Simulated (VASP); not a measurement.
## TiTe: elastic constants with PBEsol

The system is TiTe.

```
Ti Te
1.0
     0.00000    3.31060    3.31060
     3.31060    0.00000    3.31060
     3.31060    3.31060    0.00000
Ti Te
1 1
Direct
  0.00000 0.00000 0.00000
  0.25000 0.25000 0.25000
```

The cell comes from a database or a generator and needn't be the stable form of this composition.

```yaml
Program: VASP 6.6.1
Task: elastic constants
Functional: PBEsol
Potentials_or_basis: VASP PAW PBE potentials, release 64 (Ti_sv, Te)
Cutoff: 600 eV
k_mesh: 5 × 5 × 5
Occupations: gaussian, width 0.02 eV
Spin: no spin polarisation
Ions_in_elastic_constants: relaxed
Further_INCAR_settings: ALGO = Fast; EDIFF = 1e-08; IBRION = 6; POTIM = 0.015; NSW = 1; ISIF = 3
```

```yaml
Relaxed_volume: 29.27 Å³/atom
Relaxed_cell: a = 4.358 Å, b = 4.358 Å, c = 4.358 Å, α = 60.00°, β = 60.00°, γ = 60.00°
Space_group_after_relaxing_to_0.05_Å: F-43m (No. 216)
Elastic_constants_C11_C12_C44: 63, 57, -9 GPa
Voigt_bulk_modulus: 59 GPa
Highest_phonon_frequency_at_Γ_LO-TO_splitting_left_out: 242 cm⁻¹
```

Step by step:
| step | energy change (eV) | largest force (eV/Å) | pressure (GPa) | volume (Å³) |
| --- | --- | --- | --- | --- |
| 1 | 0.0000 | 0.0000 | -8.04 | 72.57 |
| 2 | -0.3859 | 0.0000 | 4.16 | 55.08 |
| 3 | -0.4285 | 0.0000 | 0.03 | 58.51 |
| 4 | -0.4284 | 0.0000 | -0.23 | 58.77 |
| 5 | -0.4284 | 0.0000 | -0.23 | 58.76 |
| 6 | -0.4284 | 0.0000 | -0.20 | 58.74 |
| 7 | -0.4284 | 0.0000 | -0.20 | 58.74 |
| 8 | -0.4284 | 0.0000 | -0.20 | 58.74 |
| 9 | -0.4284 | 0.0000 | -0.20 | 58.73 |
| 10 | -0.4284 | 0.0000 | -0.20 | 58.73 |
| 11 | -0.4284 | 0.0000 | -0.19 | 58.72 |
| 12 | -0.4285 | 0.0000 | -0.19 | 58.70 |
| 13 | -0.4285 | 0.0000 | -0.16 | 58.67 |
| 14 | -0.4285 | 0.0000 | -0.07 | 58.60 |
| 15 | -0.4285 | 0.0000 | 0.07 | 58.47 |
| 16 | -0.4285 | 0.0000 | 0.00 | 58.54 |

Final structure:
```
CELL_PARAMETERS angstrom
0.00000 3.08180 3.08180
3.08180 0.00000 3.08180
3.08180 3.08180 0.00000
ATOMIC_POSITIONS crystal
Ti 0.00000 0.00000 0.00000
Te 0.25000 0.25000 0.25000
```

Phonon frequencies in cm⁻¹ (negative: imaginary):
```
              q point        frequencies
(0.000, 0.000, 0.000)  0 0 0 242 242 242
```

Elastic tensor in Voigt notation (GPa, in the Cartesian axes of the cell as first typed):
```
63 57 57  0  0  0
57 63 57  0  0  0
57 57 63  0  0  0
 0  0  0 -9  0  0
 0  0  0  0 -9  0
 0  0  0  0  0 -9
```

Clamped-ion elastic tensor (GPa):
```
63 57 57  0  0  0
57 63 57  0  0  0
57 57 63  0  0  0
 0  0  0 47  0  0
 0  0  0  0 47  0
 0  0  0  0  0 47
```

It took 19 min on 1 thread of Intel(R) Xeon(R) Platinum 8559C (Emerald Rapids), with other jobs on the host, peak memory 0.28 GiB.

Caveat: the volume moved by over 15 % at a fixed basis, so the end points are rough; the elastic tensor has a negative eigenvalue, so either the cell is unstable as it stands or the mesh is too thin; the PAW data sets were made with another functional, which shifts forces and pressure a little. The run has no spin-orbit coupling, so splittings on Te are missing.
